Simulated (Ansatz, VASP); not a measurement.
AlN in VASP and in Ansatz

```
Al N
1.0
     0.00000    2.02262    2.02262
     2.02262    0.00000    2.02262
     2.02262    2.02262    0.00000
Al N
1 1
Direct
  0.50000 0.50000 0.50000
  0.00000 0.00000 0.00000
```

Alike in both runs: task single point; functional PBEsol; k mesh 14 × 14 × 14; occupations gaussian, width 0.02 eV; no spin polarisation.

|  | VASP | Ansatz |
| --- | --- | --- |
| version | VASP 6.6.1 | Ansatz 0.2.0 |
| potentials or method | VASP PAW PBE potentials, release 64 (Al, N) | scalar-relativistic, plane waves, PAW |
| plane-wave cutoff (eV) | 520 | 420 |
| valence electrons in the cell | 8 | 8 |

```csv
,VASP,Ansatz,Ansatz less VASP
gap on the k mesh at the Fermi level (eV),4.54,4.55,+0.004
least direct gap on the mesh (eV),5.65,5.63,-0.021
pressure (GPa),0.0,0.0,+0.02
```

Caveats: the PAW data sets were made with another functional, which shifts forces and pressure a little (VASP). As with any semilocal functional, this PBEsol gap is likely too small. A k mesh can miss the band edges.
